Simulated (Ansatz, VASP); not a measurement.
## MoS2 in VASP and in Ansatz

```
CELL_PARAMETERS angstrom
3.17947 0.00000 0.00000
-1.58973 2.75350 0.00000
0.00000 0.00000 32.26302
ATOMIC_POSITIONS crystal
S 0.33333 0.66667 0.45168
S 0.33333 0.66667 0.54832
Mo 0.66667 0.33333 0.50000
```

Change from the starting cell: equal strain along x and y +0.008, atoms relaxed.

Alike in both runs: functional PBE; dispersion D3(BJ); k mesh 12 × 12 × 1; occupations gaussian, width 0.02 eV; no spin polarisation.

Ansatz relaxed the structure, and its values are those at the end. VASP's run is a single point on that final structure, the one shown.

```csv
,VASP,Ansatz
version,VASP 6.6.1,Ansatz 0.2.0
potentials or method,"VASP PAW PBE potentials, release 64 (S, Mo_sv)","scalar-relativistic, plane waves, PAW"
plane-wave cutoff (eV),520,420
valence electrons in the cell,26,26
```

Ansatz gave:

| Quantity | Value |
| --- | --- |
| gap on the k mesh at the Fermi level (eV) | 1.66 |
| least direct gap on the mesh (eV) | 1.68 |
| rms of the force components (eV/Å) | 0.000 |

Task: Which values does VASP return?

Result: gap on the k mesh at the Fermi level (eV): 1.67; least direct gap on the mesh (eV): 1.69; rms of the force components (eV/Å): 0.005.

Ansatz warned: «stress_scf_threshold_loose».
